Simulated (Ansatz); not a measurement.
KMgF3:

```
K Mg F
1.0
     3.98590    0.00000    0.00000
     0.00000    3.98590    0.00000
     0.00000    0.00000    3.98590
K Mg F
1 1 3
Direct
  0.50000 0.50000 0.50000
  0.00000 0.00000 0.00000
  0.00000 0.00000 0.50000
  0.00000 0.50000 0.00000
  0.50000 0.00000 0.00000
```

Base run:

```yaml
Program: Ansatz 0.2.0
Functional: r2SCAN
Potentials_or_basis: Ansatz PAW
Cutoff: "500 eV (not typed: the program's choice for these potentials)"
k_mesh: 7 × 7 × 7
Occupations: fermi-dirac, width 0.05 eV
Spin: no spin polarisation
```

Its results: band gap on the k mesh 8.30 eV, indirect (least direct gap 8.58 eV); pressure -0.3 GPa.

Task: After a change of settings the same cell gave: band gap on the k mesh 7.37 eV, indirect (least direct gap 7.66 eV); pressure 3.8 GPa. Which change was it?
A. functional from r2SCAN to LDA; cutoff from 500 eV (not typed: the program's choice for these potentials) to 420 eV (not typed: the program's choice for these potentials)
B. functional from r2SCAN to PBE; cutoff from 500 eV (not typed: the program's choice for these potentials) to 420 eV (not typed: the program's choice for these potentials)
C. functional from r2SCAN to PBEsol; cutoff from 500 eV (not typed: the program's choice for these potentials) to 420 eV (not typed: the program's choice for these potentials)

Result: B.

r2SCAN gives the wider gap, since meta-GGAs in the generalised Kohn-Sham scheme recover part of the derivative discontinuity.

Caveats: the PAW data sets come from PBE, with cores solved anew for the run's functional, which leaves a small shift of forces and pressure (some runs).
